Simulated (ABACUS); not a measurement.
# CeO2 (Fm-3m) in ABACUS: single point with SOGGA

Aim: the single point of CeO2 with SOGGA.

Program: ABACUS 3.10.1. These are calculated values, not measurements. Logs are shortened: lines on timing, memory, paths and dates and some standing lists are left out, and cuts for length are marked.

**Experimental background.**

“Strengths of covalent bonds in LnO2 determined from O K-edge XANES spectra using a Hubbard model”, 2023, pmc:10646950 quotes, for a bulk crystal of CeO2: band gap 3.23 ± 0.05 eV (optical).

The results are compared with them further down.

## 1. The crystal as given

Symmetry: Fm-3m, No. 225, cubic system. Conventional cell: a = 5.407 Å, b = 5.407 Å, c = 5.407 Å, α = 90.00°, β = 90.00°, γ = 90.00°. Around Ce (site symmetry m-3m) lie 8 O at 2.34 Å. O (site symmetry -43m) is surrounded by 4 Ce at 2.34 Å.

## 2. Single point, SOGGA

Input file run_abacus.py:

```python
"""ABACUS run from a structure file: ASE reads it, the script writes STRU, KPT and INPUT."""
import re
import subprocess
from ase.io import read
from ase.units import Bohr

atoms = read("CeO2.cif")
atoms = atoms[(-atoms.numbers).argsort(kind="stable")]  # ABACUS lists atoms element by element
pseudo = {'Ce': 'Ce.upf', 'O': 'O.upf'}
orbital = {}
magmoms = None
kmesh = [6, 6, 6]
params = {
    'suffix': 'CeO2',
    'calculation': 'scf',
    'basis_type': 'pw',
    'pseudo_dir': './',
    'symmetry': 1,
    'dft_functional': 'GGA_X_SOGGA+GGA_C_PBE',
    'ecutwfc': 84,
    'pseudo_rcut': 10,
    'nspin': 1,
    'nbands': 22,
    'ks_solver': 'dav',
    'smearing_method': 'fd',
    'smearing_sigma': 0.00367493,
    'scf_thr': 1e-08,
    'scf_nmax': 100,
    'mixing_type': 'broyden',
    'mixing_beta': 0.7,
    'cal_force': 1,
    'cal_stress': 1,
    'out_chg': 1,
    'kpar': 4,
}

symbols = atoms.get_chemical_symbols()
elements = list(dict.fromkeys(symbols))
lines = ["ATOMIC_SPECIES"] + [f"{e} {atoms.get_masses()[symbols.index(e)]:.4f} {pseudo[e]}" for e in elements]
if orbital:
    lines += ["", "NUMERICAL_ORBITAL"] + [orbital[e] for e in elements]
lines += ["", "LATTICE_CONSTANT", f"{1 / Bohr:.10f}", "", "LATTICE_VECTORS"]
lines += [" ".join(f"{x:.10f}" for x in v) for v in atoms.cell]
lines += ["", "ATOMIC_POSITIONS", "Direct"]
for e in elements:
    lines += ["", e, "0.0", str(symbols.count(e))]
    for i, p in enumerate(atoms.get_scaled_positions(wrap=False)):
        if symbols[i] == e:
            mag = "" if magmoms is None else " mag " + " ".join(str(x) for x in (magmoms[i] if isinstance(magmoms[i], list) else [magmoms[i]]))
            lines.append(" ".join(f"{x:.10f}" for x in p) + " 1 1 1" + mag)
open("STRU", "w").write("\n".join(lines) + "\n")
open("KPT", "w").write("K_POINTS\n0\nGamma\n%d %d %d 0 0 0\n" % tuple(kmesh))
open("INPUT", "w").write("INPUT_PARAMETERS\n" + "".join(f"{k:<20s}{v}\n" for k, v in params.items()))

done = subprocess.run(['mpirun', '-np', '4', 'abacus'])
if done.returncode:
    raise SystemExit(done.returncode)
log = open("OUT.CeO2/running_scf.log").read()
print("final energy (eV):", re.findall(r"FINAL_ETOT_IS (\S+)", log))
```

Input file CeO2.cif:

```cif
data_CeO2
_cell_length_a 3.82353850
_cell_length_b 3.82353850
_cell_length_c 3.82353850
_cell_angle_alpha 60.00000000
_cell_angle_beta 60.00000000
_cell_angle_gamma 60.00000000
_space_group_name_H-M_alt 'P1'
_space_group_name_Hall 'P 1'
_space_group_IT_number 1
loop_
_space_group_symop_operation_xyz
'x,y,z'
loop_
_atom_site_label
_atom_site_type_symbol
_atom_site_symmetry_multiplicity
_atom_site_Wyckoff_symbol
_atom_site_fract_x
_atom_site_fract_y
_atom_site_fract_z
_atom_site_occupancy
Ce1 Ce 1 a 0.0000000000 0.0000000000 0.0000000000 1
O1 O 1 a 0.7500000000 0.7500000000 0.7500000000 1
O2 O 1 a 0.2500000000 0.2500000000 0.2500000000 1
```

Potentials or basis: PseudoDojo NC SR 0.4.1 PBE standard, lanthanides 3+ (f in core), plane waves.

Command:

```
$ OMP_NUM_THREADS=1 python run_abacus.py > log
```

running log:

```text
ABACUS v3.10.1

               Atomic-orbital Based Ab-initio Computation at UStc

 ------------------------------------------------------------------------------------

 READING GENERAL INFORMATION
                           global_out_dir = OUT.CeO2/
                           global_in_card = INPUT
                               pseudo_dir = ./
                              orbital_dir =
                                    DSIZE = 4
                                    GSIZE = 1

 READING UNITCELL INFORMATION
                                    ntype = 2
                  lattice constant (Bohr) = 1.88973
              lattice constant (Angstrom) = 1

 READING ATOM TYPE 1
                               atom label = Ce
                      L=0, number of zeta = 1
                      L=1, number of zeta = 1
                      L=2, number of zeta = 1
             number of atom for this type = 1

 READING ATOM TYPE 2
                               atom label = O
                      L=0, number of zeta = 1
                      L=1, number of zeta = 1
                      L=2, number of zeta = 1
             number of atom for this type = 2

                        TOTAL ATOM NUMBER = 3
DIRECT COORDINATES
    atom                   x                   y                   z     mag                  vx                  vy                  vz
taud_Ce1            0.0000000000        0.0000000000        0.0000000000  0.0000        0.0000000000        0.0000000000        0.0000000000
taud_O1            0.7500000000        0.7500000000        0.7500000000  0.0000        0.0000000000        0.0000000000        0.0000000000
taud_O2            0.2500000000        0.2500000000        0.2500000000  0.0000        0.0000000000        0.0000000000        0.0000000000

                          Volume (Bohr^3) = 266.734
                             Volume (A^3) = 39.5258

 Lattice vectors: (Cartesian coordinate: in unit of a_0)
             +3.82354                  +0                  +0
             +1.91177            +3.31128                  +0
             +1.91177            +1.10376            +3.12191
 Reciprocal vectors: (Cartesian coordinate: in unit of 2 pi/a_0)
            +0.261538           -0.150999           -0.106772
                   -0           +0.301998           -0.106772
                   +0                  -0           +0.320317
 The esolver type has been set to : ksdft_pw

                PAO radial cut off (Bohr) = 10

 Read in pseudopotential file is Ce.upf
                     pseudopotential type = NC
          exchange-correlation functional = PBE
                 nonlocal core correction = 1
                        valence electrons = 11
                                     lmax = 3
                           number of zeta = 4
                     number of projectors = 7
                           L of projector = 0
                           L of projector = 0
                           L of projector = 1
                           L of projector = 1
                           L of projector = 2
                           L of projector = 2
                           L of projector = 3
 XC functional updated to : GGA_X_SOGGA+GGA_C_PBE
          exchange-correlation functional = GGA_X_SOGGA+GGA_C_PBE
                PAO radial cut off (Bohr) = 10

 Read in pseudopotential file is O.upf
                     pseudopotential type = NC
          exchange-correlation functional = PBE
                 nonlocal core correction = 1
                        valence electrons = 6
                                     lmax = 2
                           number of zeta = 2
                     number of projectors = 5
                           L of projector = 0
                           L of projector = 0
                           L of projector = 1
                           L of projector = 1
                           L of projector = 2
 XC functional updated to : GGA_X_SOGGA+GGA_C_PBE
          exchange-correlation functional = GGA_X_SOGGA+GGA_C_PBE
     initial pseudo atomic orbital number = 18

 SETUP THE ELECTRONS NUMBER
            electron number of element Ce = 11
      total electron number of element Ce = 11
             electron number of element O = 6
       total electron number of element O = 12
            AUTOSET number of electrons:  = 23
                           occupied bands = 12
                                   NBANDS = 22
                                   NLOCAL = 27

%%%%%%%%%%%%%%%%%%%%%%%%%%%%%%%%%%%%%%%%%%%%%%%%%%%%%%%%%%%%%%%%%%%%%%%%%%%%%%%%%%%%%%%%%%%%%%%%%%%%%%%%%%
 Warning: the number of valence electrons in pseudopotential > 4 for Ce: [Xe] 4f1 5d1 6s2
 Pseudopotentials with additional electrons can yield (more) accurate outcomes, but may be less efficient.
 If you're confident that your chosen pseudopotential is appropriate, you can safely ignore this warning.
%%%%%%%%%%%%%%%%%%%%%%%%%%%%%%%%%%%%%%%%%%%%%%%%%%%%%%%%%%%%%%%%%%%%%%%%%%%%%%%%%%%%%%%%%%%%%%%%%%%%%%%%%%

 SETUP THE PLANE WAVE BASIS
 energy cutoff for charge/potential (unit:Ry) = 336
            fft grid for charge/potential = [ 45, 45, 45 ]
                        fft grid division = [ 1, 1, 1 ]
        big fft grid for charge/potential = [ 45, 45, 45 ]
                                     nbxx = 91125
                                     nrxx = 91125

[... 46 lines left out ...]
                              POINT GROUP = O_h
               POINT GROUP IN SPACE GROUP = O_h

 SETUP K-POINTS
                                    nspin = 1
                   Input type of k points = Monkhorst-Pack(Gamma)
                                   nkstot = 216
                       right hand lattice = 1
(for reciprocal lattice: )
                             BRAVAIS TYPE = 2
                     BRAVAIS LATTICE NAME = 02. Cubic I (body-centered)
                                    ibrav = 2
                       right hand lattice = 1
(for k-lattice: )
                             BRAVAIS TYPE = 2
                     BRAVAIS LATTICE NAME = 02. Cubic I (body-centered)
                                    ibrav = 2
                       right hand lattice = 1
                        ROTATION MATRICES = 48
                               nkstot_ibz = 16
K-POINTS REDUCTION ACCORDING TO SYMMETRY
     IBZ    DIRECT_X    DIRECT_Y    DIRECT_Z  WEIGHT  ibz2bz
       1  0.00000000  0.00000000  0.00000000  0.0046       0
       2  0.16666667  0.16666667  0.16666667  0.0370       1
       3  0.33333333  0.33333333  0.33333333  0.0370       2
       4  0.50000000  0.50000000  0.50000000  0.0185       3
       5  0.16666667  0.16666667  0.00000000  0.0278       7
       6  0.33333333  0.33333333  0.16666667  0.1111       8
[... 8 lines left out ...]
      15  0.50000000  0.33333333 -0.33333333  0.1111      52
      16  0.50000000  0.33333333 -0.16666667  0.0556      58

                               nkstot now = 16
[... K-POINTS DIRECT COORDINATES: 16 rows ...]

           k-point number in this process = 4
       minimum distributed K point number = 4
[... stars of the k points ...]

[... K-POINTS CARTESIAN COORDINATES: 4 rows ...]

[... K-POINTS DIRECT COORDINATES: 4 rows ...]

 SETUP PLANE WAVES FOR WAVE FUNCTIONS
     energy cutoff for wavefunc (unit:Ry) = 84
              fft grid for wave functions = [ 45, 45, 45 ]
                    number of plane waves = 4111
                         number of sticks = 349

 PARALLEL PW FOR WAVE FUNCTIONS
     PROC   COLUMNS(POT)             PW
        1            349           4111
 --------------- sum -------------------
        1            349           4111

 SETUP NONLOCAL PSEUDOPOTENTIALS IN PLANE WAVE BASIS
 Ce non-local projectors:
 projector 1 L=0
 projector 2 L=0
 projector 3 L=1
 projector 4 L=1
 projector 5 L=2
 projector 6 L=2
 projector 7 L=3
 O non-local projectors:
 projector 1 L=0
 projector 2 L=0
 projector 3 L=1
 projector 4 L=1
 projector 5 L=2
      TOTAL NUMBER OF NONLOCAL PROJECTORS = 51

 Init Non-Local PseudoPotential table :
 Init Non-Local-Pseudopotential done.

                                     npwx = 3494

 Make real space PAO into reciprocal space.
       max mesh points in Pseudopotential = 1001
     dq(describe PAO in reciprocal space) = 0.01
                                    max q = 1104

 number of pseudo atomic orbitals for Ce is 4
WARNING: norm of atomic wavefunction # 3 of atomic type Ce is 0.999626, renormalized
WARNING: norm of atomic wavefunction # 4 of atomic type Ce is 0.998218, renormalized

 number of pseudo atomic orbitals for O is 2

 -------------------------------------------
 SELF-CONSISTENT
 -------------------------------------------
                                 init_chg = atomic

 PW ALGORITHM --------------- ION=   1  ELEC=   1--------------------------------

 Density error is 0.476102218111
                          Error Threshold = 0.01
----------------------------------------------------------
     Energy           Rydberg                 eV
----------------------------------------------------------
 E_KohnSham     -136.9942246392      -1863.9020481845
 E_Harris       -133.2765667404      -1813.3207175465
 E_Fermi        0.6098966831         8.2980700813
----------------------------------------------------------
[... 75 lines left out ...]
 Density error is 1.07517171162e-09
                          Error Threshold = 9.01350947088e-11
----------------------------------------------------------
     Energy           Rydberg                 eV
----------------------------------------------------------
 E_KohnSham     -137.1829497283      -1866.4697847524
 E_KS(sigma->0) -137.1815896448      -1866.4512798670
 E_Harris       -137.1828927537      -1866.4690095727
 E_band         1.1375349475         15.4769569604
 E_one_elec     -11.5081977099       -156.5770625649
 E_Hartree      21.9435984760        298.5579738974
 E_xc           -32.6211210306       -443.8331211638
 E_Ewald        -114.9945092968      -1564.5805651501
 E_entropy(-TS) -0.0027201670        -0.0370097710
 E_descf        0.0000000000         0.0000000000
 E_exx          0.0000000000         0.0000000000
 E_Fermi        0.7730856437         10.5183697964
----------------------------------------------------------

 charge density convergence is achieved
 final etot is -1866.4697848 eV
 EFERMI = 10.518369796 eV

 STATE ENERGY(eV) AND OCCUPATIONS    NSPIN == 1
 1/4 kpoint (Cartesian) = 0.0000 0.0000 0.0000 (3479 pws)
       1       -20.5583     0.00925926
       2       -5.77382     0.00925926
       3       -4.77909     0.00925926
       4       -3.00667     0.00925926
       5       -3.00667     0.00925926
       6       -3.00667     0.00925926
[... 86 lines left out ...]
      21        29.7543        0.00000
      22        32.3004        0.00000

------------------------------------------------------------------------------------------
 TOTAL-FORCE (eV/Angstrom)
------------------------------------------------------------------------------------------
                       Ce1         0.0000000000         0.0000000000         0.0000000000
                        O1         0.0000000000         0.0000000000         0.0000000000
                        O2         0.0000000000         0.0000000000         0.0000000000
------------------------------------------------------------------------------------------

----------------------------------------------------------------
 TOTAL-STRESS (KBAR)
----------------------------------------------------------------
       299.9325439654         0.0000000000        -0.0000000000
         0.0000000000       299.9325439741        -0.0000000000
        -0.0000000000        -0.0000000000       299.9325439645
----------------------------------------------------------------
 TOTAL-PRESSURE: 299.932544 KBAR

 --------------------------------------------
 !FINAL_ETOT_IS -1866.4697847524312238 eV
 --------------------------------------------
```

Run time: 10 s. Hardware: 4 MPI ranks of AMD EPYC 7R43 (Zen 3), shared host; peak memory 0.4 GiB.

Results:

- Free energy: -1866.4698 eV
- Band gap on the k mesh: none (metal or under the smearing width)

Caveat: the 4f electrons are frozen in the core as for a trivalent ion, so they carry no moment and show no levels; an odd number of electrons without spin polarisation forces a metal; a magnetic or distorted state may lie lower; the run has no spin polarisation, though such a crystal can be magnetic. The run has no spin-orbit coupling, so splittings on Ce are missing.

## 3. Against experiment

Step 2. Against the measured gap of CeO2, 3.23 eV (optical; quoted in “Strengths of covalent bonds in LnO2 determined from O K-edge XANES spectra using a Hubbard model”, 2023, pmc:10646950), the calculated 0.00 eV is off by -3.23 eV. So large a miss can be the level of theory's own, or it may mean another phase, state or a wrong row. 3 values of this kind are on record (3.23 to 3.27 eV); this one was drawn at random among those near their median, those with a stated uncertainty first. Spin-orbit coupling on Ce is left out. The value is that of SOGGA on a finite k mesh, which can miss the band edges, without temperature or zero-point motion.
